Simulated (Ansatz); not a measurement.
`N=C(O)[NH][AlH2]` + `[SH][SnH3]` → `[AlH2][S][SnH3]` + `N=C(N)O`  (ligand exchange at the Al–N bond)

Isolated molecules relaxed with PBE0-D4/def2-TZVP in Ansatz; ΔE leaves out vibrations. CBS: MP2 limit from def2 TZ/QZ plus the TZ coupled-cluster correction, frozen cores. DFT in def2-TZVPP. B3LYP here is the variant with VWN-RPA as its local correlation; programs differ in this. Elements past krypton have def2 core potentials. For Sn outer-core shells are correlated without core-valence functions, which leaves a few kJ/mol of doubt a bond. One conformer a species, not always the lowest.

Task: Is it downhill or uphill in electronic energy at CCSD(T)/CBS, and by how much? (Estimate.)

Result: Ansatz gave: Downhill: ΔE = -5.1 kcal/mol.

Task: What do these levels give: r2SCAN-D4, B3LYP-D4, ωB97X-V, ωB97M-V, PBE, r2SCAN, B3LYP, HF/def2-TZVPP, MP2/def2-TZVPP, SCS-MP2/def2-TZVPP, SCS-MP2/def2-QZVPP, CCSD/CBS(def2)? (Estimate.)

Result: Ansatz gave: r2SCAN-D4 -5.6, B3LYP-D4 -4.0, ωB97X-V -4.7, ωB97M-V -4.6, PBE -5.8, r2SCAN -5.7, B3LYP -3.9, HF/def2-TZVPP -4.6, MP2/def2-TZVPP -5.0, SCS-MP2/def2-TZVPP -4.2, SCS-MP2/def2-QZVPP -4.7, CCSD/CBS(def2) -4.9 kcal/mol.

Largest T1 diagnostic among the species: 0.014.
